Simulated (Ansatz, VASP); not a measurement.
AlN in VASP and in Ansatz

The input INCAR:

```
PREC = Accurate
ENCUT = 520
EDIFF = 1E-6
ISMEAR = 0
SIGMA = 0.05
LREAL = F
LASPH = T
NELM = 60
ALGO = Normal
ISIF = 2
LWAVE = F
LCHARG = F
GGA = PE
NBANDS = 16
```

KPOINTS

```
Automatic mesh
0
Gamma
  9 9 6
```

The input POSCAR:

```
AlN
1.0
    3.3688144457      0.0000000000      0.0000000000
   -1.6844072228      2.9174788906      0.0000000000
    0.0000000000      0.0000000000      4.2575229987
Al N
2 2
Direct
    0.3333333333      0.6666666667      0.7805460420
    0.6666666667      0.3333333333      0.2805460420
    0.3333333333      0.6666666667      0.1911594770
    0.6666666667      0.3333333333      0.6911594770
```

Input for Ansatz:

```yaml
crystal:
  lattice:
    - [3.3688144457, 0.0, 0.0]
    - [-1.6844072228, 2.9174788906, 0.0]
    - [0.0, 0.0, 4.2575229987]
  atoms:
    - { symbol: Al, position: [0.3333333333, 0.6666666667, 0.780546042] }
    - { symbol: Al, position: [0.6666666667, 0.3333333333, 0.280546042] }
    - { symbol: "N", position: [0.3333333333, 0.6666666667, 0.191159477] }
    - { symbol: "N", position: [0.6666666667, 0.3333333333, 0.691159477] }
basis:
  ecutwfc: 520.0
kpoints:
  mp_grid: { grid: [9, 9, 6] }
hamiltonian:
  xc: pbe
  pseudopotentials: { kind: paw, azcp: { folder: soft_1 } }
scf:
  occupations: { method: gaussian, width: 0.05 }
output:
  forces: true
  stress: true
  eigenvalues: true
```

Change from the starting cell: mode 4 frozen in at -0.246 Å, equal normal strain along x, y and z +0.0167.

Alike in both runs: task single point; functional PBE; k mesh 9 × 9 × 6; occupations gaussian, width 0.05 eV; no spin polarisation.

```csv
,VASP,Ansatz
version,VASP 6.6.1,Ansatz 0.2.0
potentials or method,"VASP PAW PBE potentials, release 64 (Al, N)","scalar-relativistic, plane waves, PAW"
plane-wave cutoff (eV),520,520
valence electrons in the cell,16,16
```

```csv
,VASP,Ansatz,Ansatz less VASP
gap on the k mesh at the Fermi level (eV),3.44,3.44,-0.006
least direct gap on the mesh (eV),3.44,3.44,-0.006
pressure (GPa),3.6,3.7,+0.14
largest component of the traceless stress (GPa),38.79,38.56,-0.225
rms of the force components (eV/Å),1.580,1.575,-0.0050
```

Atom by atom the forces differ by 0.005 eV/Å (rms over components). The functional is the same, so the differences come from potentials, cutoffs and numerics.

Caveats: an odd mesh through Γ misses points on the zone boundary, where band edges often lie; forces of over 1 eV/Å show positions far from the minimum, so gaps and moduli don't describe the material at rest.
